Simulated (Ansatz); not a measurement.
**C: element swaps in one structure**

The task here is to estimate one member of a computed series from the others.

Program: Ansatz 0.2.0. Level of theory: DFT PBE+D3(BJ), scalar-relativistic, plane waves, PAW. These are calculated values, not measurements.

6 further runs of the same task are left out: 6 set aside as unsound or not needed.

## The starting structure

The structure is hexagonal, space group P6/mmm (No. 191). The conventional cell has a = 2.465 Å, b = 2.465 Å, c = 3.567 Å, α = 90.00°, β = 90.00°, γ = 120.00°. C (site symmetry -6m2) has 3 C at 1.42 Å as nearest neighbours.

Structure file:

```
C
1.0
     2.46474    0.00000    0.00000
    -1.23237    2.13453    0.00000
     0.00000    0.00000    3.56743
C
2
Direct
  0.33333 0.66667 0.00000
  0.66667 0.33333 0.00000
```

It goes back to an entry of the Materials Project, which need not be the stable form.

It is the result of an earlier relaxation at this level (volume 9.38 Å³/atom; gap on the mesh: none (metal)).

Set-up of the first run:

The input, input.yaml:

```yaml
crystal:
  lattice:
    - [3.755870206, 0.0, 0.0]
    - [-1.877935103, 3.2526790117, 0.0]
    - [0.0, 0.0, 5.4361924759]
  atoms:
    - { symbol: Pb, position: [0.3333333333, 0.6666666667, 0.0] }
    - { symbol: Pb, position: [0.6666666667, 0.3333333333, 0.0] }
basis:
  ecutwfc: 420
kpoints:
  mp_grid: { grid: [6, 6, 4] }
hamiltonian:
  xc: pbe
  dispersion: d3bj
scf:
  occupations: { method: gaussian, width: 0.1 }
output:
  forces: true
  stress: true
  eigenvalues: true
```

Started as:

```
ansatz run input.yaml --threads 1 --pin off --max-ram 2560MiB --backend cpu --events-out ev --progress --plain --runs-dir out
```

Among the steps run: Quick check of gap, pressure and forces (Pb); A loose first relaxation (Pb); The relaxation (Pb).

One of the session's tables, all rows but one given; the rest of the session is left out.

Lengths are those of the vectors of the cell that was run:

| swap | volume (Å³/atom) | a (Å) | b (Å) | c (Å) |
| --- | --- | --- | --- | --- |
| none | 9.38 | 2.465 | 2.465 | 3.567 |
| C → Si | ? | ? | ? | ? |
| C → Sn | 34.22 | 5.050 | 5.050 | 3.099 |
| C → B | 7.43 | 2.993 | 2.993 | 1.916 |
| C → Pb | 39.87 | 5.374 | 5.374 | 3.188 |

**Question.** Estimate the row for C → Si.

The run gave: volume (Å³/atom): 18.87; a (Å): 4.080; b (Å): 4.080; c (Å): 2.618. In the column «volume (Å³/atom)» it lies between none (9.38) and C → Sn (34.22).

Lengths are those of the computed cell. Rows of earlier swaps come from the sessions before.
